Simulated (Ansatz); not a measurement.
# Ga2N2: the cost of one run

Program: Ansatz 0.2.0, PAW, plane waves. These are calculated values, not measurements.

### Step 1. Starting point

4 atoms (2 Ga, 2 N); a = 3.183 Å, b = 3.183 Å, c = 5.186 Å, α = 90.00°, β = 90.00°, γ = 120.00°.

Plan of the steps: (2) PBEsol single point at a 9×9×5 mesh, on 1 × NVIDIA GB300 with 8 threads of Arm Neoverse-V2; (3) HSE06 single point at a 9×9×5 mesh, on 1 × NVIDIA GB300 with 8 threads of Arm Neoverse-V2; (4) r²SCAN single point at a 9×9×5 mesh, on 1 × NVIDIA GB300 with 8 threads of Arm Neoverse-V2.

As a file:

```
CELL_PARAMETERS angstrom
3.18275 0.00000 0.00000
-1.59137 2.75634 0.00000
0.00000 0.00000 5.18562
ATOMIC_POSITIONS crystal
Ga 0.66667 0.33333 0.49969
Ga 0.33333 0.66667 0.99969
N 0.33333 0.66667 0.37631
N 0.66667 0.33333 0.87631
```

### Step 2. Single point with PBEsol

The input, in.yaml:

```yaml
crystal:
  lattice:
    - [3.182746, 0.000000, 0.000000]
    - [-1.591373, 2.756339, 0.000000]
    - [0.000000, 0.000000, 5.185618]
  atoms:
    - { symbol: Ga, position: [0.666667, 0.333333, 0.499691] }
    - { symbol: Ga, position: [0.333333, 0.666667, 0.999691] }
    - { symbol: N, position: [0.333333, 0.666667, 0.376310] }
    - { symbol: N, position: [0.666667, 0.333333, 0.876310] }
kpoints:
  mp_grid: { grid: [9, 9, 5] }
  band_path: { path: [VBM, CBM], npoints: 2 }
hamiltonian:
  xc: pbesol
scf:
  occupations: { method: fermi_dirac, width: 0.01 }
output:
  forces: true
  eigenvalues: true
  stress: true
  populations: true
```

Q: Estimate wall time and peak memory on 1 × NVIDIA GB300 with 8 threads of Arm Neoverse-V2, shared host.

About 2 s, with a peak of 1.4 GiB on the host.
